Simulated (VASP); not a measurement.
Set up this calculation in VASP 6.6.1, as the native input.

| Item | Value |
| --- | --- |
| Task | relaxation of cell and atoms |
| Functional | PBE |
| Dispersion | D3(BJ) |
| Potentials or basis | VASP PAW PBE potentials, release 64 (S, Mo_sv) |
| Cutoff | 600 eV |
| k mesh | 12 × 12 × 1 |
| Occupations | gaussian, width 0.03 eV |
| Spin | no spin polarisation |
| Further INCAR settings | ALGO = Normal; EDIFF = 1e-06; IBRION = 2; EDIFFG = -0.01; NSW = 90; ISIF = 3 |

The structure of MoS2 lies in POSCAR:

```
MoS2
1.0
    3.1690000000      0.0000000000      0.0000000000
   -1.5845000000      2.7444345000      0.0000000000
    0.0000000000      0.0000000000     21.1302960000
S Mo
2 1
Direct
    0.3333333300      0.6666666700      0.4259287200
    0.3333333300      0.6666666700      0.5740712800
    0.6666666700      0.3333333300      0.5000000000
```

The input as run:

INCAR

```
  PREC = Accurate
  ENCUT = 600
  EDIFF = 1E-6
  ISMEAR = 0
  SIGMA = 0.03
  LREAL = F
  LASPH = T
  NELM = 80
  ALGO = Normal
  ISIF = 3
  LWAVE = F
  LCHARG = F
  GGA = PE
  IVDW = 12
  IBRION = 2
  NSW = 90
  EDIFFG = -0.01
  LATTICE_CONSTRAINTS = .TRUE. .TRUE. .FALSE.
  KPAR = 8
```

KPOINTS

```
regular mesh
0
Gamma
  12 12 1
```

Potentials or basis: VASP PAW PBE potentials, release 64 (S, Mo_sv).

Run with:

```bash
$ cat potpaw_PBE.64/S/POTCAR potpaw_PBE.64/Mo_sv/POTCAR > POTCAR
$ mpirun -np 8 vasp_std > vasp.out
```

It gave:

- Relaxed volume: 60.65 Å³/atom
- Relaxed cell: a = 3.153 Å, b = 3.153 Å, c = 21.130 Å, α = 90.00°, β = 90.00°, γ = 120.00°
- Space group after relaxing (to 0.05 Å): P-6m2 (No. 187)
- Energy gained by relaxing: 0.8 meV/atom
- Ionic steps: 5
- Band gap on the k mesh: 1.78 eV, direct
- Dispersion energy per atom: -0.320 eV

Wall time 4 min on 8 MPI ranks on Intel(R) Xeon(R) Platinum 8175M CPU @ 2.50GHz (Skylake/Cascade Lake), with other jobs on the host, peak memory 0.43 GiB a rank.
